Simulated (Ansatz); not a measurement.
## CaF2: a jump of H

Theory: Ansatz, DFT PBE, scalar-relativistic, plane waves, PAW. (420 eV cutoff, 2×2×2 k-mesh, Gaussian smearing of 0.02 eV, no spin polarisation)

In a supercell of 24 host sites with charge +1, interstitial H hops to an equivalent place, moving 1.94 Å between the relaxed ends. Climbing-image nudged elastic band at fixed cell with images 0 (start) to 6 (end), the path measured over all atoms, converged to 0.05 eV/Å; the order of the saddle wasn't checked, and the small cell leaves errors of about a tenth of an eV. Zero-point motion and tunnelling, which matter for H, are left out.

Start:

```xyz
25
Lattice="0.0000 5.5118 -5.5118 5.5118 5.5118 0.0000 5.5118 0.0000 -5.5118" Properties=species:S:1:pos:R:3 pbc="T T T"
Ca    2.5794    5.3353   -2.7556
Ca    0.1759    2.9317   -2.7556
Ca    2.7342    8.2887   -5.4864
Ca    0.0210    5.4901   -5.5376
Ca    5.5327    5.4902   -5.4864
Ca    2.7342    2.7770   -5.5376
Ca    5.5078    8.2637   -8.2679
Ca    2.7592    5.5151   -8.2679
F     1.3464    1.4159   -1.3815
F     4.0953    4.1648   -1.3815
F     1.3777    4.1335   -4.1913
F     4.1331    6.8898   -3.8950
F     4.1334    1.3777   -4.2369
F     6.8894    4.1335   -4.1225
F     4.1718    4.1025   -6.8932
F     6.9204    6.8511   -6.8933
F     4.0954    4.1647   -4.1291
F     6.8582    6.9275   -4.1291
F     4.1334    6.8895   -6.7902
F     6.8894    9.6453   -6.9019
F     6.8894    4.1335   -6.8325
F     9.6449    6.8898   -7.1366
F     6.9203    6.8512   -9.6408
F     9.6835    9.6144   -9.6408
H     9.6446    6.8900   -8.2723
```

Atom 25 jumps to (8.272, 6.890, -9.645) Å.

Problem. Give the energy along the band and the structure at its top.

Solution.
```csv
image,path (Å),E − E(0) (eV),H x (Å),H y (Å),H z (Å),force on H (eV/Å)
0,0.00,0.000,9.645,6.890,-8.272,0.00
1,0.50,0.031,9.540,6.981,-8.530,0.09
2,1.00,0.200,9.335,7.101,-8.775,0.57
3,1.51,0.490,9.061,7.161,-9.061,0.03
4,2.01,0.200,8.775,7.101,-9.335,0.57
5,2.52,0.031,8.530,6.981,-9.540,0.09
6,3.02,0.000,8.272,6.890,-9.645,0.00
```

Barrier 0.49 eV. Image 3:
```xyz
25
Lattice="0.0000 5.5118 -5.5118 5.5118 5.5118 0.0000 5.5118 0.0000 -5.5118" Properties=species:S:1:pos:R:3 pbc="T T T"
Ca    2.6335    5.2733   -2.6335
Ca    0.0777    2.8094   -2.6931
Ca    2.6931    8.3212   -5.5895
Ca    0.0095    5.4071   -5.5212
Ca    5.5075    5.4320   -5.5075
Ca    2.7465    2.7223   -5.5421
Ca    5.5421    8.2340   -8.2582
Ca    2.7452    5.4761   -8.2570
F     1.2514    1.3715   -1.2514
F     4.1300    4.1399   -1.3281
F     1.3281    4.1399   -4.1300
F     4.2369    7.0282   -4.2369
F     4.2925    1.3889   -4.2925
F     6.8423    4.1258   -4.1563
F     4.1563    4.1258   -6.8423
F     6.7966    6.8018   -6.7966
F     4.0773    4.1824   -4.0773
F     6.9283    6.9032   -4.0446
F     4.0446    6.9032   -6.9283
F     6.9007    9.6029   -6.9007
F     6.8438    4.0781   -6.8438
F     9.4384    6.9666   -7.3078
F     7.3078    6.9666   -9.4384
F     9.6030    9.6052   -9.6030
H     9.0608    7.1610   -9.0608
```

Cost: 1 run of about 31 core-minutes, on Intel Xeon Processor @ 2.50GHz (Skylake/Cascade Lake) (shared hosts).